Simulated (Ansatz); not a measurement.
# Li$_{2}$S: excitons and shallow donors from band masses and screening

The calculation used DFT PBE, scalar-relativistic, plane waves, PAW in Ansatz 0.2.0.

Plane waves to 420 eV, a k mesh through Γ of 8×8×8 on the computed 3-atom cell and Gaussian smearing (0.02 eV); no spin polarisation.

Relaxed cell: Fm-3m, a = 5.706 Å, b = 5.706 Å, c = 5.706 Å, α = 90.00°, β = 90.00°, γ = 90.00°, 3 atoms in the primitive cell.

The calculation gives a Kohn–Sham gap of 3.39 eV, an electron mass of 0.404 mₑ and a hole mass of 0.725 mₑ (harmonic means over x, y, z and over the bands degenerate at each edge), and ε∞ = 4.28 (independent particles, mean of the diagonal).

Question: Estimate the binding energy and radius of a Wannier–Mott exciton and of a shallow donor, and say whether the hydrogenic model can hold.

Answer: The reduced mass is μ = mₙmₕ/(mₙ + mₕ) = 0.259 mₑ, with mₙ and mₕ the band masses. With E_b = 13.606 eV × μ/ε² and a = 0.529 Å × ε/μ (μ in mₑ) the exciton has E_b = 192 meV and a = 8.7 Å. For a donor μ is the electron mass: 299 meV and 5.6 Å. The radius isn't large against the shortest lattice vector (4.03 Å), so the continuum picture is doubtful and the numbers are only a scale. In a polar crystal the ions screen too, so a state bound more weakly than an optical phonon feels the larger static constant, which lowers the energy and widens the orbit. The other way, the small Kohn–Sham gap and the missing local fields make ε∞ too large and the masses tend to be too light, which underbinds. The edges lie at different points of the zone, so the exciton is indirect.